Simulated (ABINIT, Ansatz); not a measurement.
# AlN (F-43m): G0W0 on several meshes in ABINIT, part 2 of 2

How does the mesh move the gap of AlN (F-43m)?

ABINIT 10.8.3; PBE and many-body steps on it, plane waves. Known limits of the many-body steps: not at the basis limit.

So far. Step 4 (8×8×8): The gap on the mesh goes from 3.32 eV to 4.59 eV, a correction of +1.26 eV. Step 5 (Empty states on the mesh, 6×6×6 mesh, 166 bands): On this mesh the gap is 3.325 eV.

**7. 6×6×6**

This step: G0W0 on PBE, plane waves, norm-conserving pseudopotentials.

Contents of run.abi:

```
acell 3*1.0 Angstrom
rprim 
  -0.000000000000 2.183993559600 2.183993559600
  2.183993559600 -0.000000000000 2.183993559600
  2.183993559600 2.183993559600 -0.000000000000
ntypat 2
znucl 13 7
natom 2
typat 1 2
xred 
  0.000000000000 0.000000000000 0.000000000000
  0.750000000000 0.750000000000 0.750000000000
pp_dirpath "pseudos"
pseudos "Al.upf, N.upf"
ecut 36
ngkpt 6 6 6
nshiftk 1
shiftk 0 0 0
kptopt 1
chksymbreak 0
istwfk *1
occopt 1
irdwfk 1
optdriver 4
nband 158
gwcalctyp 0
ecutsigx 36
symsigma 1
nkptgw 2
kptgw 
  0.0000000000 0.0000000000 0.0000000000
  0.5000000000 0.5000000000 0.0000000000
bdgw 
  2 8
  3 6
ecuteps 10.4
irdscr 1
ppmodel 1
indata_prefix "in"
outdata_prefix "out"
tmpdata_prefix "tmp"
```

Launch:

```sh
$ OMP_NUM_THREADS=1 mpirun -n 4 abinit run.abi > log
```

The log of the run:

```text
.Version 10.8.3 of ABINIT. v10.8.2 released Aug 2026.

 Symmetries : space group F-4 3 m (#216); Bravais cF (face-center cubic)
[... echo of the input left out ...]
== DATASET  1 ==================================================================
-   mpi_nproc: 4, omp_nthreads: 1 (-1 if OMP is not activated)

--- !DatasetInfo
iteration_state: {dtset: 1, }
dimensions: {natom: 2, nkpt: 16, mband: 158, nsppol: 1, nspinor: 1, nspden: 1, mpw: 1464, }
cutoff_energies: {ecut:  36.0, pawecutdg:  -1.0, }
electrons: {nelect:   8.00000000E+00, charge:   0.00000000E+00, occopt:   1.00000000E+00, tsmear:   1.00000000E-02, }

 SIGMA: Calculation of the GW corrections

 Based on a program developped by R.W. Godby, V. Olevano, G. Onida, and L. Reining.
 Incorporated in ABINIT by V. Olevano, G.-M. Rignanese, and M. Torrent.
.Using double precision arithmetic ; gwpc =  8

[... cell and pseudopotentials left out ...]
--------------------------------------------------------------------------------

 ==== K-mesh for the wavefunctions ====
 Number of points in the irreducible wedge :    16
[... list of points left out ...]
 Together with 24 symmetry operations and time-reversal symmetry
 yields   216 points in the full Brillouin Zone.

 ==== Q-mesh for screening function ====
 Number of points in the irreducible wedge :    16
[... list of points left out ...]
 Together with 24 symmetry operations and time-reversal symmetry
 yields   216 points in the full Brillouin Zone.

 vcoul_init : cutoff-mode = AUXILIARY_FUNCTION
 q-points for optical limit:   1
     1)      0.000010    0.000020    0.000030
 setmesh: FFT mesh size selected  =    32x   32x   32
          total number of points  =        32768

 Number of electrons calculated from density =    8.0000; Expected =    8.0000
[...]
number of omega for Sigma on real axis              0
 max omega for Sigma on real axis  [eV]           0.00
 zcut for avoiding poles [eV]                     0.10

 EPSILON^-1 parameters (SCR file):
 dimension of the eps^-1 matrix on file            229
 dimension of the eps^-1 matrix used               229
 number of plane-waves for wavefunctions          1459
 number of bands                                   158
 number of q-points in IBZ                          16
 number of frequencies                               2
 number of real frequencies                          1
 number of imag frequencies                          1

 matrix elements of self-energy operator (all in [eV])

 Perturbative Calculation

--- !SelfEnergy_ee
iteration_state: {dtset: 1, }
kpoint     : [   0.000,    0.000,    0.000, ]
spin       : 1
KS_gap     :    4.192
QP_gap     :    5.615
Delta_QP_KS:    1.423
data: !SigmaeeData |
     Band     E0 <VxcDFT>   SigX SigC(E0)      Z dSigC/dE  Sig(E)    E-E0       E
        2   5.159 -16.959 -20.996   2.840   0.785  -0.274 -17.898  -0.939   4.220
        3   5.159 -16.959 -20.996   2.840   0.785  -0.274 -17.898  -0.939   4.220
        4   5.159 -16.959 -20.996   2.840   0.785  -0.274 -17.898  -0.939   4.220
[...]
--- !SelfEnergy_ee
iteration_state: {dtset: 1, }
kpoint     : [   0.500,    0.500,    0.000, ]
spin       : 1
KS_gap     :    5.100
QP_gap     :    6.636
Delta_QP_KS:    1.535
data: !SigmaeeData |
     Band     E0 <VxcDFT>   SigX SigC(E0)      Z dSigC/dE  Sig(E)    E-E0       E
[...]
5   8.483  -9.206  -5.016  -3.802   0.835  -0.197  -8.882   0.323   8.807
        6  13.810  -9.461  -4.383  -4.413   0.838  -0.193  -8.904   0.557  14.367

== END DATASET(S) ==============================================================
================================================================================

 -outvars: echo values of variables after computation  --------
           etotal      0.0000000000E+00
            nband         158
             nkpt          16
          spgroup         216
 [... the other variables as echoed above ...]

 Calculation completed.
```

The job ended after 26 s (4 MPI ranks of Arm Neoverse V1, shared host; peak memory 1.2 GiB; 1.7 min of CPU time).

Numbers from this step:

- G0W0 gap on the points computed: 4.587 eV
- starting gap on the mesh: 3.325 eV
- k of the valence top: 0, 0, 0
- k of the conduction bottom: 0.5, 0.5, 0
- Z at the valence top: 0.785
- Z at the conduction bottom: 0.835
- least direct G0W0 gap on the computed points: 5.615 eV

Against G0W0 in ABINIT (8×8×8 mesh, 158 bands, screening to 283 eV, Godby-Needs plasmon pole), the gap moves by +0.000 eV.

**8. Empty states on the mesh, 10×10×10 mesh, 166 bands**

This step: DFT, PBE, plane waves, norm-conserving pseudopotentials.

Changes to run.abi since step 7:

```diff
@@ -15,3 +15,3 @@
 ecut 36
-ngkpt 6 6 6
+ngkpt 10 10 10
 nshiftk 1
@@ -20,20 +20,10 @@
 chksymbreak 0
+irdden 1
 istwfk *1
+nband 166
+prtvol 0
+optdriver 6
+gwr_task "HDIAGO"
+paral_kgb 0
 occopt 1
-irdwfk 1
-optdriver 4
-nband 158
-gwcalctyp 0
-ecutsigx 36
-symsigma 1
-nkptgw 2
-kptgw 
-  0.0000000000 0.0000000000 0.0000000000
-  0.5000000000 0.5000000000 0.0000000000
-bdgw 
-  2 8
-  3 6
-ecuteps 10.4
-irdscr 1
-ppmodel 1
 indata_prefix "in"
```

The log of the run:

```text
[banner, memory and clock lines left out]
.Version 10.8.3 of ABINIT. v10.8.2 released Aug 2026.

 Symmetries : space group F-4 3 m (#216); Bravais cF (face-center cubic)
[... echo of the input left out ...]
== DATASET  1 ==================================================================
-   mpi_nproc: 4, omp_nthreads: 1 (-1 if OMP is not activated)

--- !DatasetInfo
iteration_state: {dtset: 1, }
dimensions: {natom: 2, nkpt: 47, mband: 166, nsppol: 1, nspinor: 1, nspden: 1, mpw: 1467, }
cutoff_energies: {ecut:  36.0, pawecutdg:  -1.0, }
[...]
Integrated=    8.0000E+00

 === KS gaps after direct diagonalization ===
 Indirect band gap semiconductor
 Fundamental gap:     3.325 (eV)
   VBM:     5.159 (eV) at k: [ 0.0000E+00,  0.0000E+00,  0.0000E+00]
   CBM:     8.483 (eV) at k: [ 5.0000E-01,  5.0000E-01,  0.0000E+00]
 Direct gap:         4.192 (eV) at k: [ 0.0000E+00,  0.0000E+00,  0.0000E+00]

== END DATASET(S) ==============================================================

 -outvars: echo values of variables after computation  --------
           etotal      0.0000000000E+00
            nband         166
             nkpt          47
          spgroup         216
 [... the other variables as echoed above ...]

 Calculation completed.
```

Run time: 33 s. Hardware: 4 MPI ranks; peak memory 0.71 GiB.

Numbers from this step:

- gap: 3.325 eV
- k of the valence top: 0, 0, 0
- k of the conduction bottom: 0.5, 0.5, 0
- least direct gap: 4.192 eV
- k points computed: 47
- lowest point of the top converged band, above the valence top: 199.7514 eV

On this mesh the gap is 3.325 eV.

**9. Screening, 10×10×10 mesh, 158 bands, screening to 283 eV**

This step: RPA screening on PBE, plane waves, norm-conserving pseudopotentials.

Changes to run.abi since step 8:

```diff
@@ -20,10 +20,11 @@
 chksymbreak 0
-irdden 1
 istwfk *1
-nband 166
-prtvol 0
-optdriver 6
-gwr_task "HDIAGO"
-paral_kgb 0
 occopt 1
+irdwfk 1
+optdriver 3
+nband 158
+ecuteps 10.4
+inclvkb 2
+awtr 1
+symchi 1
 indata_prefix "in"
```

The log of the run:

```text
.Version 10.8.3 of ABINIT. v10.8.2 released Aug 2026.

 Symmetries : space group F-4 3 m (#216); Bravais cF (face-center cubic)
[... echo of the input left out ...]
== DATASET  1 ==================================================================
-   mpi_nproc: 4, omp_nthreads: 1 (-1 if OMP is not activated)

--- !DatasetInfo
iteration_state: {dtset: 1, }
dimensions: {natom: 2, nkpt: 47, mband: 158, nsppol: 1, nspinor: 1, nspden: 1, mpw: 1467, }
cutoff_energies: {ecut:  36.0, pawecutdg:  -1.0, }
[...]
--------------------------------------------------------------------------------
[... chi0 elements left out ...]
 For q-point:  0.000010 0.000020 0.000030
  dielectric constant =   4.2585
  dielectric constant without local fields =   4.6979

  Average fulfillment of the sum rule on Im[epsilon] for q-point    1 :     94.03  [%]
[... wings left out ...]
  q-point number  2        q = ( 0.100000, 0.000000, 0.000000) [r.l.u.]
--------------------------------------------------------------------------------
[... chi0 elements left out ...]
  Average fulfillment of the sum rule on Im[epsilon] for q-point    2 :     98.38  [%]

 [... 45 further q-points ...]
```

Wall time 18 min (4 MPI ranks); peak memory 3 GiB; 72 min of CPU time.

This step gave:

| Item | Value |
| --- | --- |
| ε∞ with local fields, on this mesh, along the program's q direction | 4.258 |
| the same without local fields | 4.698 |
| plasma frequency | 23.01 eV |
| plane waves in the screening matrix | 229 |

**10. 10×10×10**

This step: G0W0 on PBE, plane waves, norm-conserving pseudopotentials.

Changes to run.abi since step 9:

```diff
@@ -23,8 +23,17 @@
 irdwfk 1
-optdriver 3
+optdriver 4
 nband 158
+gwcalctyp 0
+ecutsigx 36
+symsigma 1
+nkptgw 2
+kptgw 
+  0.0000000000 0.0000000000 0.0000000000
+  0.5000000000 0.5000000000 0.0000000000
+bdgw 
+  2 8
+  3 6
 ecuteps 10.4
-inclvkb 2
-awtr 1
-symchi 1
+irdscr 1
+ppmodel 1
 indata_prefix "in"
```

The log of the run:

```text
.Version 10.8.3 of ABINIT. v10.8.2 released Aug 2026.

 Symmetries : space group F-4 3 m (#216); Bravais cF (face-center cubic)
[... echo of the input left out ...]
== DATASET  1 ==================================================================
-   mpi_nproc: 4, omp_nthreads: 1 (-1 if OMP is not activated)

--- !DatasetInfo
iteration_state: {dtset: 1, }
dimensions: {natom: 2, nkpt: 47, mband: 158, nsppol: 1, nspinor: 1, nspden: 1, mpw: 1467, }
cutoff_energies: {ecut:  36.0, pawecutdg:  -1.0, }
[...]
Band     E0 <VxcDFT>   SigX SigC(E0)      Z dSigC/dE  Sig(E)    E-E0       E
[...]
5   8.483  -9.207  -5.065  -3.766   0.836  -0.196  -8.892   0.315   8.798
        6  13.810  -9.462  -4.403  -4.397   0.838  -0.193  -8.907   0.554  14.364

== END DATASET(S) ==============================================================
================================================================================

 -outvars: echo values of variables after computation  --------
           etotal      0.0000000000E+00
            nband         158
             nkpt          47
          spgroup         216
 [... the other variables as echoed above ...]

 Calculation completed.
```

Elapsed: 78 s, on 4 MPI ranks; peak memory 3 GiB; 5.2 min of CPU time.

This step gave:

| Property | Result |
| --- | --- |
| G0W0 gap on the points computed | 4.585 eV |
| starting gap on the mesh | 3.325 eV |
| k of the valence top | 0, 0, 0 |
| k of the conduction bottom | 0.5, 0.5, 0 |
| least direct G0W0 gap on the computed points | 5.606 eV |

Against G0W0 in ABINIT (8×8×8 mesh, 158 bands, screening to 283 eV, Godby-Needs plasmon pole), the gap moves by −0.002 eV.

**11. The runs together**

Times are wall times on 4 MPI ranks of Arm Neoverse V1, shared host, good to a factor of about two. A run's time includes the screening step that it read.

| run | mesh | bands | screening cutoff (eV) | DFT gap (eV) | gap on the mesh (eV) | direct (eV) | ε∞ used | time |
| --- | --- | --- | --- | --- | --- | --- | --- | --- |
| 8×8×8 | 8×8×8 | 158 | 283 | 3.325 | 4.587 | 5.609 | 4.27 | 6.5 min |
| 6×6×6 | 6×6×6 | 158 | 283 | 3.325 | 4.587 | 5.615 | 4.35 | 93 s |
| 10×10×10 | 10×10×10 | 158 | 283 | 3.325 | 4.585 | 5.606 | 4.26 | 19 min |

**12. Results**

- 8×8×8: 4.587 eV
- 6×6×6: 4.587 eV
- 10×10×10: 4.585 eV
- known limits: not at the basis limit

6×6×6: no change against 8×8×8. 10×10×10: −0.002 eV against 8×8×8. Bands and cutoff are finite, so the gap is not at the basis limit. The miss can reach some tenths of an eV and take either sign; the mesh is an error of its own. In the G0W0 runs levels were corrected at 2 k points alone, so a gap called «on the mesh» is the least over those, and an edge elsewhere would be missed.

[Paths, hosts, dates, memory and timing lines, banners, echoed tables and standing remarks are left out of the program output.]

[Logs are printed without paths, hosts, clocks, repeated set-up lines and the standing remarks that a program may print on its own settings, such as how far it seeks lower states.]

[Runs of the session that timed out or met a known fault of the program may be left out.]

[Hosts, paths, dates, database ids (printed as entryN), source tags and the programs' standing remarks are cut or masked in the printed files.]

[G0W0 gaps are taken among the corrected bands and points alone; a level outside them can change the order at an edge.]

[Where Ansatz stands beside ABINIT at settings called matched, ABINIT's density can come from a denser mesh and the files from another edition; pairs whose starting gaps differed by over 0.03 eV were left out, so agreement reads better than it is.]
